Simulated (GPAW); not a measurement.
# PbSe (Clausthalite) (Fm-3m) in GPAW: a series of runs, part 2 of 2

GPAW 26.7.0. The steps go on from the part before.

## Step 4: Band structure, MS2, spin-orbit coupling, no magnetisation

The input, run.py:

```python
import numpy as np
from ase import Atoms
from ase.dft.bandgap import bandgap
from ase.io import write
from ase.units import GPa
from gpaw import GPAW, PW
from gpaw.spinorbit import soc_eigenstates

atoms = Atoms(['Pb', 'Se'],
              cell=[[0.0, 3.06065, 3.06065],
                    [3.06065, 0.0, 3.06065],
                    [3.06065, 3.06065, 0.0]],
              scaled_positions=[[0.0, 0.0, 0.0],
                                [0.5, 0.5, 0.5]],
              pbc=True)

calc = GPAW(mode=PW(600),
            xc='MGGA_X_MS2+GGA_C_REGTPSS',
            kpts={'size': (6, 6, 6), 'gamma': True},
            occupations={'name': 'fermi-dirac', 'width': 0.05},
            nbands=19,
            convergence={'density': 1e-05, 'energy': 1e-05},
            maxiter=150,
            txt='gpaw.txt')
atoms.calc = calc
energy = atoms.get_potential_energy()
forces = atoms.get_forces()
stress = atoms.get_stress()
calc.write('gs.gpw')
write('result.traj', atoms)
print(f'Energy: {energy:.6f} eV')
print('Forces (eV/A):')
print(forces.round(4))
print('Stress (GPa):', (stress / GPa).round(3))
print('Fermi level:', round(calc.get_fermi_level(), 4), 'eV')
print(f'Gap: {bandgap(calc)[0]:.4f} eV, direct: {bandgap(calc, direct=True)[0]:.4f} eV')

path = atoms.cell.bandpath('GXWKGLUWLK,UX', npoints=60, eps=1e-4)
bs_calc = calc.fixed_density(kpts=path, symmetry='off', nbands=31,
                             convergence={'bands': 'CBM+6.0', 'eigenstates': 1e-6}, txt='bands.txt')
bs = bs_calc.band_structure()
bs.write('bs.json')
print(f'Gap on the path: {bandgap(bs_calc)[0]:.4f} eV')

soc = soc_eigenstates(bs_calc, theta=0, phi=0, ignore_xc_potential=True)
np.savetxt('soc_bands.dat', soc.eigenvalues(), fmt='%.4f')
mesh = soc_eigenstates('gs.gpw', theta=0, phi=0, ignore_xc_potential=True)
np.savetxt('soc_mesh.dat', mesh.eigenvalues(), fmt='%.4f')
print('Fermi level with spin-orbit coupling:', round(mesh.fermi_level, 4), 'eV')
```

Potentials or basis: GPAW PAW data sets (gpaw-data 1.2.1), pw.

Started as:

```console
$ OMP_NUM_THREADS=1 python run.py
```

gpaw.txt:

```text
__  _  _
 | _ |_)|_||  |
 |__||  | ||/\| - 26.7.0

Input parameters:
  mode=PW(ecut=600.0),
  convergence={'density': 1e-05, 'energy': 1e-05},
  kpts=MonkhorstPack(size=(6, 6, 6), gamma=True),
  maxiter=150,
  nbands=19,
  occupations=Occupations(name='fermi-dirac', width=0.05),
  xc=XC(name='MGGA_X_MS2+GGA_C_REGTPSS')

Diagonalizing LCAO Hamiltonian
Converting LCAO to pw mode

                Se

       Pb

Atoms  # Å, Bohr magnetons
|   | symbol |        x |        y |        z |    initial magnetic moments |
|---|--------|----------|----------|----------|-----------------------------|
| 0 |     Pb | 0.000000 | 0.000000 | 0.000000 | ( 0.0000,  0.0000,  0.0000) |
| 1 |     Se | 3.060650 | 3.060650 | 3.060650 | ( 0.0000,  0.0000,  0.0000) |

Unit cell  # Å
| periodic |        x |        y |        z |  lengths |    angles |
|----------|----------|----------|----------|----------|-----------|
|      yes | 0.000000 | 3.060650 | 3.060650 | 4.328413 | 60.000000 |
|      yes | 3.060650 | 0.000000 | 3.060650 | 4.328413 | 60.000000 |
|      yes | 3.060650 | 3.060650 | 0.000000 | 4.328413 | 60.000000 |

Number of symmetries: 48
Symmetry operations  # r_c * U_cc + t_c -> r_c
|    | kind |            matrix            |
|----|------|------------------------------|
|  0 |  σ   |  1, 0, 0,  1, 0,-1,  1,-1, 0 |
|  1 |  C2  |  1, 0, 0,  1,-1, 0,  1, 0,-1 |
|  2 |  E   |  1, 0, 0,  0, 1, 0,  0, 0, 1 |
|  3 |  σ   |  1, 0, 0,  0, 0, 1,  0, 1, 0 |
|  4 |  C4  |  1, 0,-1,  1, 0, 0,  1,-1, 0 |
|  5 |  S6  |  1, 0,-1,  1,-1, 0,  1, 0, 0 |
|  6 |  σ   |  1, 0,-1,  0, 1,-1,  0, 0,-1 |
|  7 |  C3  |  1, 0,-1,  0, 0,-1,  0, 1,-1 |
|  8 |  S6  |  1,-1, 0,  1, 0, 0,  1, 0,-1 |
|  9 |  C4  |  1,-1, 0,  1, 0,-1,  1, 0, 0 |
| 10 |  C3  |  1,-1, 0,  0,-1, 1,  0,-1, 0 |
| 11 |  σ   |  1,-1, 0,  0,-1, 0,  0,-1, 1 |
| 12 |  σ   |  0, 1, 0,  1, 0, 0,  0, 0, 1 |
| 13 |  C4  |  0, 1, 0,  0, 1,-1, -1, 1, 0 |
| 14 |  C3  |  0, 1, 0,  0, 0, 1,  1, 0, 0 |
| 15 |  S6  |  0, 1, 0, -1, 1, 0,  0, 1,-1 |
| 16 |  C2  |  0, 1,-1,  1, 0,-1,  0, 0,-1 |
| 17 |  σ   |  0, 1,-1,  0, 1, 0, -1, 1, 0 |
| 18 |  S4  |  0, 1,-1,  0, 0,-1,  1, 0,-1 |
| 19 |  C4  |  0, 1,-1, -1, 1, 0,  0, 1, 0 |
| 20 |  C3  |  0, 0, 1,  1, 0, 0,  0, 1, 0 |
| 21 |  σ   |  0, 0, 1,  0, 1, 0,  1, 0, 0 |
| 22 |  S6  |  0, 0, 1,  0,-1, 1, -1, 0, 1 |
| 23 |  C4  |  0, 0, 1, -1, 0, 1,  0,-1, 1 |
| 24 |  S4  |  0, 0,-1,  1, 0,-1,  0, 1,-1 |
| 25 |  C3  |  0, 0,-1,  0, 1,-1,  1, 0,-1 |
| 26 |  C2  |  0, 0,-1,  0,-1, 0, -1, 0, 0 |
| 27 |  S6  |  0, 0,-1, -1, 0, 0,  0,-1, 0 |
| 28 |  S4  |  0,-1, 1,  1,-1, 0,  0,-1, 0 |
| 29 |  C4  |  0,-1, 1,  0, 0, 1, -1, 0, 1 |
| 30 |  C2  |  0,-1, 1,  0,-1, 0,  1,-1, 0 |
| 31 |  σ   |  0,-1, 1, -1, 0, 1,  0, 0, 1 |
| 32 |  C3  |  0,-1, 0,  1,-1, 0,  0,-1, 1 |
| 33 |  S6  |  0,-1, 0,  0, 0,-1, -1, 0, 0 |
| 34 |  S4  |  0,-1, 0,  0,-1, 1,  1,-1, 0 |
| 35 |  C2  |  0,-1, 0, -1, 0, 0,  0, 0,-1 |
| 36 |  C2  | -1, 1, 0,  0, 1, 0,  0, 1,-1 |
| 37 |  S6  | -1, 1, 0,  0, 1,-1,  0, 1, 0 |
| 38 |  S4  | -1, 1, 0, -1, 0, 1, -1, 0, 0 |
| 39 |  C3  | -1, 1, 0, -1, 0, 0, -1, 0, 1 |
| 40 |  S6  | -1, 0, 1,  0, 0, 1,  0,-1, 1 |
| 41 |  C2  | -1, 0, 1,  0,-1, 1,  0, 0, 1 |
| 42 |  C3  | -1, 0, 1, -1, 1, 0, -1, 0, 0 |
| 43 |  S4  | -1, 0, 1, -1, 0, 0, -1, 1, 0 |
| 44 |  C2  | -1, 0, 0,  0, 0,-1,  0,-1, 0 |
| 45 |  i   | -1, 0, 0,  0,-1, 0,  0, 0,-1 |
| 46 |  σ   | -1, 0, 0, -1, 1, 0, -1, 0, 1 |
| 47 |  C2  | -1, 0, 0, -1, 0, 1, -1, 1, 0 |

BZ-sampling:
  Number of BZ points: 216
  Number of IBZ points: 16

  Monkhorst-Pack size: [6, 6, 6]
  Monkhorst-Pack shift: [0.08333333333333333, 0.08333333333333333, 0.08333333333333333]

K-points  # in reciprocal-cell coordinates
|     |                                coordinates |     weight |
|-----|--------------------------------------------|------------|
|   0 | (  0.00000000,   0.00000000,   0.00000000) | 0.00462963 |
|   1 | (  0.16666667,   0.16666667,   0.00000000) | 0.02777778 |
|   2 | (  0.16666667,   0.16666667,   0.16666667) | 0.03703704 |
|   3 | (  0.33333333,   0.16666667,   0.16666667) | 0.05555556 |
|   4 | (  0.33333333,   0.33333333,  -0.33333333) | 0.05555556 |
|   5 | (  0.33333333,   0.33333333,   0.00000000) | 0.02777778 |
|   6 | (  0.33333333,   0.33333333,   0.16666667) | 0.11111111 |
|   7 | (  0.33333333,   0.33333333,   0.33333333) | 0.03703704 |
|   8 | (  0.50000000,   0.33333333,  -0.33333333) | 0.11111111 |
|   9 | (  0.50000000,   0.33333333,  -0.16666667) | 0.05555556 |
| ... |                                            |            |
|  15 | (  0.50000000,   0.50000000,   0.50000000) | 0.01851852 |

Plane wave coefficients: 1936
Cutoff: 600.0 eV

Spin-components: 1 (collinear spins)
Bands:           19
Projectors:      11
Spin-degeneracy: 2
Datatype:        complex128

Parallelization:
  kpt:    1
  domain: 1
  band:   1

Density:
  Valence electrons: 20.0
  Components: 1
  Grid points: [25 25 25]
  Charge: 0.0  # |e|

Potential:
  Grid points: [25 25 25]

species:
  Pb:
    name:    Lead
    Z:       82.0
    valence: 14
    core:    68
    charge:  0.0  # [|e|]
    compensation charges:
      type: gauss
      rc: 0.38  # [Å]
      lmax: 2
    cutoffs:
      filter: 2.36  # [Å]
      core: 2.43  # [Å]
    projectors
    | kind |    occ | energy [eV] | rcut [Å] |
    |------|--------|-------------|----------|
    |   6s |  2.000 |     -11.969 |    1.259 |
    |   6p |  2.000 |      -3.506 |    1.275 |
    |   5d | 10.000 |     -21.211 |    1.217 |
    |    s |        |      15.243 |    1.259 |
    |    p |        |      23.705 |    1.275 |
    |    d |        |       6.001 |    1.217 |

    Using partial waves for Pb as LCAO basis

  Se:
    name:    Selenium
    Z:       34.0
    valence: 6
    core:    28
    charge:  0.0  # [|e|]
    compensation charges:
      type: gauss
      rc: 0.27  # [Å]
      lmax: 2
    cutoffs:
      filter: 1.77  # [Å]
      core: 2.67  # [Å]
    projectors
    | kind |    occ | energy [eV] | rcut [Å] |
    |------|--------|-------------|----------|
    |   4s |  2.000 |     -17.277 |    0.847 |
    |   4p |  4.000 |      -6.512 |    1.005 |
    |    s |        |       9.935 |    0.847 |
    |    p |        |      20.699 |    1.005 |
    |    d |        |       0.000 |    0.847 |

    Using partial waves for Se as LCAO basis

Reference energy: -633377.995495  # eV

eigensolver:
  PPCG
  Converge bands: occupied
  niter=2

density mixing:
  MSR1-Mixer
  Pratt-step length: 0.05
  Maximum mixing coefficient: 0.75
  Old densities: 10
  SVD Regularization: 0.005
  Good broyden scale: 1.0
  Trust region scale: 1.0
  Backstep threshold: 4.0
  History deletion threshold: 6.0
  Fourier metric: weight=20.0, sigma=0.015

occupation numbers:
  Fermi-Dirac:
    width: 0.0500  # eV

poisson solver:
  ecut: 4800.0  # eV

xc functional:
  name: MGGA_X_MS2+GGA_C_REGTPSS with 2 nearest neighbor stencil

convergence criteria:
[... 6 lines left out ...]
|iter     | |      energy | eigst |  dens |
|---------|-|-------------|-------|-------|
|iter:   1| |   19.465909 | +0.13 |       |
|iter:   2| |   27.346097 | -0.26 | -1.28 |
|iter:   3| |   27.524346 | -1.88 | -1.27 |
|iter:   4| |   27.501448 | -2.26 | -1.57 |
|iter:   5| |   27.499018 | -3.02 | -1.70 |
|iter:   6| |   27.504179 | -3.33 | -1.87 |
|iter:   7| |   27.501731 | -4.64 | -2.40 |
|iter:   8| |   27.501452 | -4.83 | -2.47 |
|iter:   9| |   27.501357 | -5.20 | -2.78 |
|iter:  10| |   27.501404c| -5.25 | -2.92 |
|iter:  11| |   27.501404c| -5.85 | -3.43 |
|iter:  12| |   27.501403c| -6.71 | -3.92 |
|iter:  13| |   27.501403c| -8.26c| -4.68 |
|iter:  14| |   27.501403c| -8.48c| -5.39c|

Converged in 14 steps
Energy contributions relative to reference atoms: (reference = -633377.995495)

Energy contributions:
  Kinetic:          13.248276
  Coulomb:         -13.350177
  Zero:             -0.356787
  External:          0.000000
  Xc:               27.960415
  Entropy:          -0.000647
  Spinorbit:         0.000000
  ----------------------------
  Free energy:      27.501079
  Extrapolated:     27.501403

dipole moment: (-25.737555, -25.737555, -25.737555)  # |e|*Ang

Fermi level: 6.161
Eigenvalues  # (at kpt = [0.000, 0.000, 0.000])
| band index |      eig [eV] | occ [0-2] |
|------------|---------------|-----------|
|          0 |       -10.985 |     2.000 |
|        ... |               |           |
|          2 |       -10.972 |     2.000 |
|          3 |       -10.972 |     2.000 |
|          4 |       -10.972 |     2.000 |
|          5 |        -7.927 |     2.000 |
|          6 |        -0.157 |     2.000 |
|          7 |         3.956 |     2.000 |
[... 9 lines left out ...]
|         17 |        14.595 |     0.000 |
|         18 |        15.173 |     0.000 |

Gap: 0.312 eV
Transition (v -> c):
  (s=0, k=15, n=9, [0.50, 0.50, 0.50]) -> (s=0, k=15, n=10, [0.50, 0.50, 0.50])
No difference between direct/indirect transitions

Forces  # eV/Ang
|        x |        y |        z |
|----------|----------|----------|
| -0.00000 | -0.00000 | -0.00000 |  # Pb   0
| -0.00000 |  0.00000 |  0.00000 |  # Se   1

Stress tensor  # eV/Ang^3
|         x |         y |         z |
|-----------|-----------|-----------|
| -0.000174 |  0.000000 |  0.000000 |
|  0.000000 | -0.000174 |  0.000000 |
|  0.000000 |  0.000000 | -0.000174 |

# Writing to gs.gpw (mode='')
```

Wall time 2.2 min (1 thread of Arm Neoverse V1, shared host); peak memory 0.42 GiB.

What came out:

* Free energy: 27.5011 eV
* Pressure: 0.0 GPa
* Band gap on the k mesh: 0.33 eV, direct
* Band gap along the path: 0.39 eV, direct

Levels at the corners of the path, in eV from the valence-band top:
```
point  band 16  band 17  band 18  band 19  band 20  band 21  band 22  band 23  band 24  band 25
    Γ    -2.19    -1.44    -1.44    -1.44    -1.44     3.17     3.17     6.07     6.07     6.07
    X    -4.86    -3.34    -3.34    -2.77    -2.77     4.07     4.07     4.76     4.76     6.74
    W    -4.25    -3.92    -3.92    -0.51    -0.51     2.03     2.03     5.27     5.27     5.47
    K    -4.45    -2.66    -2.66    -2.02    -2.02     3.27     3.28     4.58     4.58     5.89
    Γ    -2.19    -1.44    -1.44    -1.44    -1.44     3.17     3.17     6.07     6.07     6.07
    L    -1.38    -1.15    -1.15     0.00     0.00     0.39     0.40     1.80     1.80     2.80
    U    -4.45    -2.66    -2.66    -2.02    -2.02     3.27     3.27     4.58     4.58     5.89
    W    -4.25    -3.92    -3.92    -0.51    -0.51     2.03     2.03     5.27     5.27     5.47
    L    -1.38    -1.15    -1.15     0.00     0.00     0.39     0.40     1.80     1.80     2.80
    K    -4.45    -2.66    -2.66    -2.02    -2.02     3.27     3.28     4.58     4.58     5.89
    U    -4.45    -2.66    -2.66    -2.02    -2.02     3.27     3.27     4.58     4.58     5.89
    X    -4.86    -3.34    -3.34    -2.77    -2.77     4.07     4.07     4.76     4.76     6.74
```

Caveat: spin-orbit coupling was added after a scalar SCF, so levels and gaps hold it while energy, forces, pressure and moments don't; this program's spin-orbit splittings come out too wide for heavy elements; the PAW data sets were made with another functional, which shifts forces and pressure a little.

## Step 5: Equation of state, PBE+D4

The input, run.py:

```python
from ase.calculators.mixing import SumCalculator
from ase.eos import EquationOfState
from ase.io import Trajectory, read
from ase.units import GPa
from dftd4.ase import DFTD4
from gpaw import GPAW, PW

atoms = read('POSCAR')

traj = Trajectory('eos.traj', 'w')
volumes, energies = [], []
for x in [0.94, 0.96, 0.98, 1.0, 1.02, 1.04, 1.06]:
    a = atoms.copy()
    a.set_cell(atoms.cell * x**(1 / 3), scale_atoms=True)
    calc = GPAW(mode=PW(600),
                xc='PBE',
                kpts={'size': (6, 6, 6), 'gamma': True},
                occupations={'name': 'fermi-dirac', 'width': 0.05},
                nbands=19,
                convergence={'density': 1e-05, 'energy': 1e-05},
                maxiter=150,
                txt=f'eos-{x:.2f}.txt')
    a.calc = SumCalculator([calc, DFTD4(method='pbe')])
    energies.append(a.get_potential_energy())
    volumes.append(a.get_volume())
    p = -a.get_stress()[:3].mean() / GPa
    calc.write(f'eos-{x:.2f}.gpw')
    traj.write(a)
    print(f'{x:.2f} {volumes[-1]:10.4f} A^3 {energies[-1]:14.6f} eV {p:9.3f} GPa', flush=True)

v0, e0, B = EquationOfState(volumes, energies, eos='birchmurnaghan').fit()
print(f'V0 = {v0:.4f} A^3, E0 = {e0:.6f} eV, B0 = {B / GPa:.2f} GPa')
```

The input, POSCAR:

```
PbSe
1.0
    0.0000000000      3.0606500000      3.0606500000
    3.0606500000      0.0000000000      3.0606500000
    3.0606500000      3.0606500000      0.0000000000
Pb Se
1 1
Direct
    0.0000000000      0.0000000000      0.0000000000
    0.5000000000      0.5000000000      0.5000000000
```

Started as:

```console
$ OMP_NUM_THREADS=1 python run.py
```

Run time: 71 s. Hardware: 1 thread of Arm Neoverse V1, shared host; peak memory 0.24 GiB.

Results (log left out):

* Equilibrium volume: 28.68 Å³/atom (rough: see the caveat)
* Bulk modulus: 44 GPa (rough)

Energy against volume, from the lowest point:
```tsv
volume (Å³/atom)	energy (meV/atom)
26.951	18.41
27.524	8.03
28.097	2.01
28.671	0.00
29.244	1.56
29.818	6.01
30.391	11.32
```

Caveat: the fit is doubtful: noisy points or a state that changes with volume.

## Step 6: Against experiment

Step 3. The cell as given is a measured one (28.67 Å³/atom); revPBE+D3 puts the equilibrium volume +3.7 % from it, thermal expansion not counted.

Step 4. A measured gap of PbSe is 0.15 eV (direct; 4.2 K; a printed reference work, monograph); the calculated 0.33 eV misses it by +0.18 eV. 2 values of this kind are on record (0.15 to 0.28 eV); this one was drawn at random. The value is that of MS2 on a finite k mesh, which can miss the band edges, without temperature or zero-point motion.
